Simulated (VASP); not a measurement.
# HgSe (F-43m) in VASP: further runs

One crystal, HgSe, is run at these levels: LDA, PBE; tasks: single point.

All numbers are computed with VASP 6.6.1; they aren't measurements. Logs are shortened: lines on timing, memory, paths and dates and some standing lists are left out, and cuts for length are marked.

### 1 The crystal as given

Symmetry: F-43m, No. 216, cubic system. Conventional cell: a = 6.072 Å, b = 6.072 Å, c = 6.072 Å, α = 90.00°, β = 90.00°, γ = 90.00°. Around Hg (site symmetry -43m) lie 4 Se at 2.63 Å. Around Se (site symmetry -43m) lie 4 Hg at 2.63 Å.

### 2 Single point, LDA

File INCAR:

```
PREC     = Accurate       # precision mode
ENCUT    = 520            # plane-wave cutoff, eV
EDIFF    = 1E-7           # SCF threshold, eV
ISMEAR   = -1             # smearing method
SIGMA    = 0.02           # smearing width, eV
LREAL    = F              # projectors in reciprocal space
LASPH    = T              # aspherical terms in the spheres
NELM     = 100            # most SCF steps
ALGO     = Fast           # electronic algorithm
ISIF     = 2              # what is computed and relaxed
LWAVE    = F              # write WAVECAR
LCHARG   = F              # write CHGCAR
NBANDS   = 16             # bands
```

File KPOINTS:

```
Automatic mesh
0
Gamma
  9 9 9
```

File POSCAR:

```
HgSe
1.0
    0.0000000000      3.0360000000      3.0360000000
    3.0360000000      0.0000000000      3.0360000000
    3.0360000000      3.0360000000      0.0000000000
Hg Se
1 1
Direct
    0.0000000000      0.0000000000      0.0000000000
    0.7500000000      0.7500000000      0.7500000000
```

Potentials or basis: VASP PAW LDA potentials, release 64 (Hg, Se).

On the command line:

```console
$ cat potpaw_LDA.64/Hg/POTCAR potpaw_LDA.64/Se/POTCAR > POTCAR
$ mpirun -np 1 vasp_std > vasp.out
```

OUTCAR:

```text
PREC = Accurate
   ENCUT = 520
   EDIFF = 1E-7
   ISMEAR = -1
   LREAL = F
   LASPH = T
   NELM = 100
   ISIF = 2

 ion  position               nearest neighbor table
   1  0.000  0.000  0.000-   2 2.63   2 2.63   2 2.63   2 2.63
   2  0.750  0.750  0.750-   1 2.63   1 2.63   1 2.63   1 2.63

  LATTYP: Found a face centered cubic cell.
 ALAT       =     6.0720000000

  Lattice vectors:

 A1 = (   0.0000000000,   3.0360000000,   3.0360000000)
 A2 = (   3.0360000000,   0.0000000000,   3.0360000000)
 A3 = (   3.0360000000,   3.0360000000,   0.0000000000)

Analysis of symmetry for initial positions (statically):
=====================================================================
 Subroutine PRICEL returns:
 Original cell was already a primitive cell.

 Routine SETGRP: Setting up the symmetry group for a
 face centered cubic supercell.

 Subroutine GETGRP returns: Found 24 space group operations
 (whereof 24 operations were pure point group operations)
 out of a pool of 48 trial point group operations.

The static configuration has the point symmetry T_d .

Analysis of symmetry for dynamics (positions and initial velocities):
=====================================================================
 Subroutine PRICEL returns:
 Original cell was already a primitive cell.

 Routine SETGRP: Setting up the symmetry group for a
 face centered cubic supercell.

 Subroutine GETGRP returns: Found 24 space group operations
 (whereof 24 operations were pure point group operations)
 out of a pool of 48 trial point group operations.

The dynamic configuration has the point symmetry T_d .

 Subroutine INISYM returns: Found 24 space group operations
 (whereof 24 operations are pure point group operations),
 and found     1 'primitive' translations

----------------------------------------------------------------------------------------

                                     Primitive cell

  volume of cell :      55.9674

  direct lattice vectors                    reciprocal lattice vectors
     0.000000000  3.036000000  3.036000000    -0.164690382  0.164690382  0.164690382
     3.036000000  0.000000000  3.036000000     0.164690382 -0.164690382  0.164690382
     3.036000000  3.036000000  0.000000000     0.164690382  0.164690382 -0.164690382

  length of vectors
     4.293552375  4.293552375  4.293552375     0.285252109  0.285252109  0.285252109

  position of ions in fractional coordinates (direct lattice)
     0.000000000  0.000000000  0.000000000
     0.750000000  0.750000000  0.750000000

[... 77 lines left out ...]
   LREAL  =      F    real-space projection
   EDIFFG = 0.1E-05   stopping-criterion for IOM
   NSW    =      0    number of steps for IOM
   IBRION =     -1    ionic relax: 0-MD 1-quasi-New 2-CG
   NFREE  =      0    steps in history (QN), initial steepest desc. (CG)
   ISIF   =      2    stress and relaxation
   ISYM   =      2    0-nonsym 1-usesym 2-fastsym
   POTIM  = 0.5000    time-step for ionic-motion
   TEBEG  =    0.0;   TEEND  =   0.0 temperature during run
   PSTRESS=    0.0 pullay stress
   NELECT =      18.0000    total number of electrons
   NUPDOWN=      -1.0000    fix difference up-down
   EMIN   =  10.00;   EMAX   =-10.00  energy-range for DOS
   EFERMI =   0.00;   METHOD = LEGACY
   ISMEAR =    -1;   SIGMA  =   0.02  broadening in eV -4-tet -1-fermi 0-gaus
   EFERMI_NEDOS =   21; number of points for ismear=-14 and -15
   IALGO  =     68    algorithm
   IMIX   =      4    mixing-type and parameters
     AMIX     =   0.40;   BMIX     =  1.00
     AMIX_MAG =   1.60;   BMIX_MAG =  1.00
  volume/ion in A,a.u.               =      27.98       188.84
  Fermi-wavevector in a.u.,A,eV,Ry     =   1.121641  2.119594 17.117200  1.258079
  Thomas-Fermi vector in A             =   2.258296
   LORBIT       =      0    0 simple, 1 ext, 2 COOP (PROOUT), +10 PAW based schemes
   GGA     = CA    functional components
   LHFCALC =     F    Hartree Fock is set to
   AEXX    =    0.0000 exact exchange contribution
   IVDW    =     0    specifies the selected vdW correction
   LEPSILON=     F    determine dielectric tensor
   LRPA    =     F    only Hartree local field effects (RPA)
 non-spin polarized calculation
 RMM-DIIS sequential band-by-band and
  energy-cutoff  :      520.00
  volume of cell :       55.97
 maximum number of plane-waves:      1528
   NGX = 15   NGY = 15   NGZ = 15

 number of electron      18.0000002 magnetization

 Free energy of the ion-electron system (eV)
  ---------------------------------------------------
  ext. energy  EPLUGINS =         0.00000000
  ---------------------------------------------------
  free energy    TOTEN  =        -5.49339366 eV

  energy without entropy =       -5.49328401  energy(sigma->0) =       -5.49333884

 E-fermi :   1.6845     XC(G=0):  -9.4625

 val. band max:        1.6703188365   @ k =   0.0000   0.0000   0.0000
 cond. band min:       2.1396577630   @ k =   0.1111   0.0000   0.0000
 fundamental gap:      0.4693389265
 Fermi energy:         1.6845295443

 k-point     1 :       0.0000    0.0000    0.0000
  band No.  band energies     occupation
      1     -11.8716      2.00000
      2      -5.5659      2.00000
      3      -5.5659      2.00000
      4      -5.5659      2.00000
      5      -4.8100      2.00000
      6      -4.8100      2.00000
[... 433 lines left out ...]
      3      -5.0716      2.00000
      4      -5.0716      2.00000
      5      -4.6983      2.00000
      6      -4.5452      2.00000
[... 8 lines left out ...]
     15      13.3795      0.00000
     16      15.0269      0.00000

 [... further k-points ...]

------------------------ aborting loop because EDIFF is reached ----------------------------------------

  FORCE on cell =-STRESS in cart. coord.  units (eV):
  Direction    XX          YY          ZZ          XY          YZ          ZX
  --------------------------------------------------------------------------------------
  -------------------------------------------------------------------------------------
  Total        0.0886934      0.0886934      0.0886934      0.0000000     -0.0000000     -0.0000000
  in kB        2.5390229      2.5390229      2.5390229      0.0000000     -0.0000000     -0.0000000
  external PRESSURE =       2.5390229 kB  Pullay stress =       0.0000000 kB

 VOLUME and BASIS-vectors are now :
 -----------------------------------------------------------------------------
  energy-cutoff  :      520.00
  volume of cell :       55.97
      direct lattice vectors                 reciprocal lattice vectors
     0.000000000  3.036000000  3.036000000    -0.164690382  0.164690382  0.164690382
     3.036000000  0.000000000  3.036000000     0.164690382 -0.164690382  0.164690382
     3.036000000  3.036000000  0.000000000     0.164690382  0.164690382 -0.164690382

 POSITION                                       TOTAL-FORCE (eV/Angst)
 -----------------------------------------------------------------------------------
      0.00000      0.00000      0.00000        -0.000000      0.000000      0.000000
      4.55400      4.55400      4.55400         0.000000     -0.000000     -0.000000
 -----------------------------------------------------------------------------------
    total drift:                                0.000000      0.000000      0.000000

  FREE ENERGIE OF THE ION-ELECTRON SYSTEM (eV)
  ---------------------------------------------------
  free  energy   TOTEN  =        -5.4933936605 eV

  energy  without entropy=       -5.4932840114  energy(sigma->0) =       -5.49333884
```

OSZICAR:

```text
N       E                     dE             d eps       ncg     rms          rms(c)
DAV:   1     0.109369797553E+03    0.10937E+03   -0.84656E+03  1136   0.101E+03
DAV:   2    -0.173219949232E+01   -0.11110E+03   -0.10341E+03  1320   0.240E+02
DAV:   3    -0.578593348170E+01   -0.40537E+01   -0.40439E+01  1312   0.470E+01
DAV:   4    -0.580367592505E+01   -0.17742E-01   -0.17742E-01  1400   0.311E+00
DAV:   5    -0.580377415500E+01   -0.98230E-04   -0.98230E-04  1384   0.204E-01    0.811E+00
RMM:   6    -0.551753246874E+01    0.28624E+00   -0.45609E-01  1123   0.449E+00    0.636E+00
RMM:   7    -0.549759392707E+01    0.19939E-01   -0.63386E-02  1167   0.135E+00    0.238E+00
RMM:   8    -0.549357875250E+01    0.40152E-02   -0.39162E-03  1246   0.558E-01    0.459E-01
RMM:   9    -0.549338840173E+01    0.19035E-03   -0.75800E-04  1279   0.193E-01    0.985E-02
RMM:  10    -0.549339763145E+01   -0.92297E-05   -0.38490E-05  1305   0.534E-02    0.883E-02
RMM:  11    -0.549339356314E+01    0.40683E-05   -0.94135E-06  1323   0.308E-02    0.133E-02
RMM:  12    -0.549339366173E+01   -0.98582E-07   -0.11050E-06  1319   0.830E-03    0.279E-03
RMM:  13    -0.549339366051E+01    0.12192E-08   -0.12590E-07  1011   0.260E-03
   1 F= -.54933937E+01 E0= -.54933388E+01  d E =-.109649E-03
```

stdout:

```text
POSCAR found type information on POSCAR HgSe
 POSCAR found :  2 types and       2 ions
 scaLAPACK will be used
 LDA part: xc-table for (Slater(with rela. corr.)+CA(PZ))
 , standard interpolation
 POSCAR, INCAR and KPOINTS ok, starting setup
 FFT: planning ... GRIDC
 FFT: planning ... GRID_SOFT
 FFT: planning ... GRID
 WAVECAR not read
 entering main loop
```

Wall time 9 s (1 thread of Intel Xeon 6975P-C (Granite Rapids), shared host); peak memory 0.17 GiB.

What came out:

- Free energy: -5.4934 eV
- Pressure: 0.3 GPa
- Band gap on the k mesh: none (metal or under the smearing width)

The run has no spin-orbit coupling, so splittings on Hg are missing.

### 3 Single point, PBE (volume scaled by 0.98)

File INCAR:

```
SYSTEM = HgSe
PREC = Accurate
ENCUT = 520
EDIFF = 1E-6
ISMEAR = -1
SIGMA = 0.02
LREAL = .FALSE.
LASPH = .TRUE.
NELM = 100
ALGO = Normal
ISIF = 2
LWAVE = .FALSE.
LCHARG = .FALSE.
GGA = PE
NBANDS = 16
```

File KPOINTS:

```
Automatic mesh
0
G
  9 9 9
  0 0 0
```

File POSCAR:

```
HgSe
1.0
    0.0000000000      3.0156235471      3.0156235471
    3.0156235471      0.0000000000      3.0156235471
    3.0156235471      3.0156235471      0.0000000000
Hg Se
1 1
Direct
    0.0000000000      0.0000000000      0.0000000000
    0.7500000000      0.7500000000      0.7500000000
```

Potentials or basis: VASP PAW PBE potentials, release 64 (Hg, Se).

On the command line:

```console
$ cat potpaw_PBE.64/Hg/POTCAR potpaw_PBE.64/Se/POTCAR > POTCAR
$ mpirun -np 1 vasp_std > vasp.out
```

OUTCAR:

```text
SYSTEM = HgSe
   PREC = Accurate
   ENCUT = 520
   EDIFF = 1E-6
   ISMEAR = -1
   LREAL = .FALSE.
   LASPH = .TRUE.
   NELM = 100
   ISIF = 2
   GGA = PE

 ion  position               nearest neighbor table
   1  0.000  0.000  0.000-   2 2.61   2 2.61   2 2.61   2 2.61
   2  0.750  0.750  0.750-   1 2.61   1 2.61   1 2.61   1 2.61

  LATTYP: Found a face centered cubic cell.
 ALAT       =     6.0312470942

  Lattice vectors:

[... 642 lines left out ...]

------------------------ aborting loop because EDIFF is reached ----------------------------------------

  FORCE on cell =-STRESS in cart. coord.  units (eV):
  Direction    XX          YY          ZZ          XY          YZ          ZX
  --------------------------------------------------------------------------------------
  -------------------------------------------------------------------------------------
  Total        2.2756391      2.2756391      2.2756391     -0.0000000      0.0000000     -0.0000000
  in kB       66.4741186     66.4741186     66.4741186     -0.0000000      0.0000000     -0.0000000
  external PRESSURE =      66.4741186 kB  Pullay stress =       0.0000000 kB

 VOLUME and BASIS-vectors are now :
 -----------------------------------------------------------------------------
  energy-cutoff  :      520.00
  volume of cell :       54.85
      direct lattice vectors                 reciprocal lattice vectors
     0.000000000  3.015623547  3.015623547    -0.165803189  0.165803189  0.165803189
     3.015623547  0.000000000  3.015623547     0.165803189 -0.165803189  0.165803189
     3.015623547  3.015623547  0.000000000     0.165803189  0.165803189 -0.165803189

 POSITION                                       TOTAL-FORCE (eV/Angst)
 -----------------------------------------------------------------------------------
      0.00000      0.00000      0.00000        -0.000000     -0.000000     -0.000000
      4.52344      4.52344      4.52344         0.000000      0.000000      0.000000
 -----------------------------------------------------------------------------------
    total drift:                                0.000000      0.000000      0.000000

  FREE ENERGIE OF THE ION-ELECTRON SYSTEM (eV)
  ---------------------------------------------------
  free  energy   TOTEN  =        -3.9623835430 eV

  energy  without entropy=       -3.9622746352  energy(sigma->0) =       -3.96232909
```

It took 21 s on 1 thread of Intel Xeon Platinum 8259CL at 2.50GHz (Skylake/Cascade Lake), shared host; peak memory 0.19 GiB.

Results:

* Free energy: -3.9624 eV
* Pressure: 6.6 GPa
* Band gap on the k mesh: none (metal or under the smearing width)

Levels at points of the mesh, in eV from the Fermi level:
| k point | band 7 | band 8 | band 9 | band 10 | band 11 | band 12 |
| --- | --- | --- | --- | --- | --- | --- |
| (0.00, 0.00, 0.00) | -0.92 | -0.01 | -0.01 | -0.01 | 5.44 | 5.44 |
